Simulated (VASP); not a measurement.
Set up this calculation in VASP 6.6.1, as the native input.

```
Task                               : band structure
Functional                         : PBE
Potentials or basis                : VASP PAW PBE potentials, release 64 (In_d, Sb)
Cutoff                             : 520 eV
k mesh                             : 6 × 6 × 6
Occupations                        : gaussian, width 0.03 eV
Spin                               : no spin polarisation
Grid for exact exchange (PRECFOCK) : Fast
Further INCAR settings             : ALGO = Fast; EDIFF = 1e-06
```

The structure of InSb lies in POSCAR:

```
InSb                                    
1.0
    0.0000000000      3.2603245802      3.2603245802
    3.2603245802      0.0000000000      3.2603245802
    3.2603245802      3.2603245802      0.0000000000
  In              Sb            
     1     1
Direct
     0.0000000000000000    0.0000000000000000    0.0000000000000000
     0.2500000000000000    0.2500000000000000    0.2500000000000000
```

The input as run:

INCAR

```
SYSTEM = InSb
PREC = Accurate
ENCUT = 520
EDIFF = 1E-6
ISMEAR = 0
SIGMA = 0.03
LREAL = .False.
LASPH = .True.
NELM = 80
ALGO = Fast
ISIF = 2
LWAVE = .False.
LCHARG = .False.
GGA = PE
KPAR = 8
```

KPOINTS

```
Automatic mesh
0
Gamma
  6 6 6
  0 0 0
```

KPOINTS_OPT

```
explicit points
6
Reciprocal
 0.0000000000  0.0000000000  0.0000000000 1
 0.3750000000  0.3750000000  0.7500000000 1
 0.5000000000  0.5000000000  0.5000000000 1
 0.6250000000  0.2500000000  0.6250000000 1
 0.5000000000  0.2500000000  0.7500000000 1
 0.5000000000  0.0000000000  0.5000000000 1
```

Potentials or basis: VASP PAW PBE potentials, release 64 (In_d, Sb).

Launch:

```sh
$ cat potpaw_PBE.64/In_d/POTCAR potpaw_PBE.64/Sb/POTCAR > POTCAR
$ mpirun -np 8 vasp_std > vasp.out
```

It gave:

```json
{"Pressure": "2.2 GPa", "Band gap along the path": "none (metal or under the smearing width)"}
```

Caveat: spin-orbit coupling is left out, which moves the levels of the heavy elements; this crystal is a semiconductor, whose small gap the functional closes, so the metal is an error of the method.

Run time: 6.2 s on 8 MPI ranks on AMD EPYC 9R45 (Zen 5), with other jobs on the host, peak memory 0.2 GiB a rank.
